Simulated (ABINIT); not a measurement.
CsPbCl3:

```xyz
5
Lattice="5.6050 0.0000 0.0000 0.0000 5.6050 0.0000 0.0000 0.0000 5.6050" Properties=species:S:1:pos:R:3 pbc="T T T"
Pb    2.8025    2.8025    2.8025
Cs    0.0000    0.0000    0.0000
Cl    2.8025    0.0000    2.8025
Cl    0.0000    2.8025    2.8025
Cl    2.8025    2.8025    0.0000
```

```yaml
Program: ABINIT 10.8.3 (patched build)
Task: relaxation of cell and atoms
Functional: PBE
Potentials_or_basis: Ansatz PAW PBE default generated set, frozen core
Cutoff: 419 eV
k_mesh: 3 × 3 × 3
Occupations: fermi-dirac, width 0.05 eV
Spin: no spin polarisation
```

At the start: pressure 1.5 GPa; volume 35.22 Å³/atom.

Question: Where does the relaxation end?

Answer: Over 6 steps the energy falls by 9.4 meV/atom and the volume is 37.34 Å³/atom (+6.0 %); space group Pm-3m (No. 221, to 0.05 Å).

The path:
| step | energy change (eV) | largest force (eV/Å) | pressure (GPa) | volume (Å³) |
| --- | --- | --- | --- | --- |
| 1 | 0.0000 | 0.0000 | 1.49 | 176.09 |
| 2 | -0.0071 | 0.0000 | 1.36 | 176.89 |
| 3 | 0.4004 | 0.0000 | -2.79 | 229.27 |
| 4 | -0.0406 | 0.0000 | 0.51 | 182.69 |
| 5 | -0.0431 | 0.0000 | 0.40 | 183.58 |
| 6 | -0.0471 | 0.0000 | 0.01 | 186.71 |

Final structure:
```
Pb Cs Cl
1.0
     5.71556    0.00000    0.00000
     0.00000    5.71556    0.00000
     0.00000    0.00000    5.71556
Pb Cs Cl
1 1 3
Cartesian
  2.8578 2.8578 2.8578
  0.0000 0.0000 0.0000
  2.8578 0.0000 2.8578
  0.0000 2.8578 2.8578
  2.8578 2.8578 0.0000
```
